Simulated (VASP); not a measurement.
The system is TePb.

```xyz
2
Lattice="0.0000 3.2310 3.2310 3.2310 0.0000 3.2310 3.2310 3.2310 0.0000" Properties=species:S:1:pos:R:3 pbc="T T T"
Te    3.2310    3.2310    3.2310
Pb    0.0000    0.0000    0.0000
```

* Program: VASP 6.6.1
* Task: relaxation of cell and atoms
* Functional: r2SCAN
* Potentials or basis: VASP PAW PBE potentials, release 64 (Te, Pb_d)
* Cutoff: 600 eV
* k mesh: 8 × 8 × 8
* Occupations: gaussian, width 0.03 eV
* Spin: no spin polarisation

At the start: pressure 1.5 GPa; volume 33.73 Å³/atom.

**Question.** How do energy, volume and symmetry change on relaxing?

**Answer.** Over 3 steps the energy falls by 5.4 meV/atom and the volume is 34.89 Å³/atom (+3.4 %); space group Fm-3m (No. 225, to 0.05 Å).

The path:
```
step  energy change (eV)  largest force (eV/Å)  pressure (GPa)  volume (Å³)
   1              0.0000                0.0000            1.55        67.46
   2             -0.0094                0.0000           -0.53        70.69
   3             -0.0109                0.0000            0.01        69.78
```

Final structure:
```cif
data_structure
_symmetry_space_group_name_H-M 'P 1'
_symmetry_Int_Tables_number 1
_cell_length_a 4.6211
_cell_length_b 4.6211
_cell_length_c 4.6211
_cell_angle_alpha 60.000
_cell_angle_beta 60.000
_cell_angle_gamma 60.000
_cell_volume 69.78
loop_
_atom_site_label
_atom_site_type_symbol
_atom_site_fract_x
_atom_site_fract_y
_atom_site_fract_z
_atom_site_occupancy
Te1 Te 0.50000 0.50000 0.50000 1
Pb1 Pb 0.00000 0.00000 0.00000 1
```

Caveat: the PAW data sets were made with another functional, which shifts forces and pressure a little.
